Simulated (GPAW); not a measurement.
The system is TiSi.

```
Ti Si
1.0
     1.81618   -2.11762    0.00000
     1.81618    2.11762    0.00000
     0.00000    0.00000    3.80393
Ti Si
1 1
Direct
  0.50000 0.50000 0.00000
  0.00000 0.00000 0.50000
```

The cell comes from a database or a generator and needn't be the stable form of this composition.

| Item | Value |
| --- | --- |
| Program | GPAW 26.7.0 |
| Task | single point |
| Functional | PBEsol |
| Potentials or basis | PAW data sets generated in the run's folder for this functional |
| Cutoff | 600 eV |
| Basis | pw |
| k mesh | 10 × 10 × 7 |
| Occupations | fermi-dirac, width 0.05 eV |
| Spin | no spin polarisation |

On this cell: pressure -4.1 GPa; largest force under 0.003 eV/Å; band gap on the k mesh none (metal or under the smearing width).

The same run follows on a disturbed copy (atoms moved at random, drawn with an rms of 0.05 Å):

```
CELL_PARAMETERS angstrom
1.81618 -2.11762 0.00000
1.81618 2.11762 0.00000
0.00000 0.00000 3.80393
ATOMIC_POSITIONS crystal
Ti 0.49956 0.50879 0.99349
Si 0.00715 0.00415 0.48948
```

**Question.** What changes?

**Answer.** The energy (extrapolated to zero smearing) moves by +0.7 meV/atom; pressure -4.1 GPa; largest force 0.132 eV/Å; band gap on the k mesh none (metal or under the smearing width).

Forces in eV/Å, atoms in the order of the input:
```
Ti   0.033 -0.025 -0.126
Si  -0.033  0.025  0.126
```

Stress tensor (GPa, compression positive):
```
-4.51  0.00 -0.01
 0.00 -4.21  0.03
-0.01  0.03 -3.59
```
